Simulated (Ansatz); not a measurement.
# CdSe (distorted cell): a check of forces and pressure against finite differences

With the Python package of Ansatz (0.2.0).

Typed at the interpreter:
```pycon
>>> import warnings
>>> import ansatz as az
>>> import numpy as np
>>> vectors0 = np.array([
...     [0.02292, 3.00352, 2.99192],
...     [3.03993, -0.01477, 3.02961],
...     [3.11477, 3.11605, -0.08961],
... ])
>>> sites = [
...     ("Cd", [0.93785, 0.00711, 0.04651]),
...     ("Se", [0.70396, 0.73329, 0.79148]),
... ]
>>> def make_crystal(cell):
...     crystal = az.Crystal(lattice=az.Lattice.of(cell))
...     for symbol, position in sites:
...         crystal = crystal.atom(symbol, position)
...     return crystal
...
>>> warnings.simplefilter("ignore", az.DeckWarning)
>>> def solve(crystal):
...     return (
...         crystal.calculation()
...         .occupations("fixed")
...         .functional("pbe")
...         .basis(540, xc_grid=2)
...         .kpoints(4, 4, 4)
...         .scf(tolerance=1e-09)
...         .forces()
...         .stress()
...         .run(threads=1)
...     ).report
...
>>> centre = solve(make_crystal(vectors0))
>>> start = make_crystal(vectors0)
>>> # central difference: F = -(E(+h) - E(-h)) / 2h
>>> print(f"force on atom 1 along z: analytic {centre['forces_ev_ang'][1][2]:.4f} eV/A")
force on atom 1 along z: analytic 0.3279 eV/A
>>> for h in (0.005, 0.02):
...     shift = np.eye(3)[2] * h @ np.linalg.inv(vectors0)
...     plus, minus = (solve(start.move(1, to=np.array(sites[1][1]) + sign * shift))["lagrangian_ev"] for sign in (1, -1))
...     print(f"  step {h} A: numerical {-(plus - minus) / (2 * h):.4f} eV/A")
...
  step 0.005 A: numerical 0.3279 eV/A
  step 0.02 A: numerical 0.3279 eV/A
>>> # P = -dF/dV; the difference feels the change of the plane-wave count with the cell
>>> volume = abs(np.linalg.det(vectors0))
>>> larger, smaller = (solve(make_crystal(vectors0 * (1 + sign * 0.005) ** (1 / 3)))["lagrangian_ev"] for sign in (1, -1))
>>> numerical = -(larger - smaller) / (0.01 * volume) * 160.21766
>>> print(f"pressure: analytic {np.trace(centre['stress_gpa']) / 3:.3f}, numerical {numerical:.3f} GPa")
pressure: analytic 2.057, numerical 2.059 GPa
```

The k-point mesh is coarse, and energy and stress weren't tested for convergence. The program warned that this SCF threshold is loose for forces or stresses. Pressure is positive in compression. The cell is a database structure, distorted on purpose. The central difference errs as the square of the step, so the shorter step is the fairer test; what remains comes from the finite grid and the SCF threshold. The script silences the warnings on its input, which a real study should read. Timing: 35 s on 1 thread of Arm Neoverse V2 (shared host), peak memory 0.45 GiB.
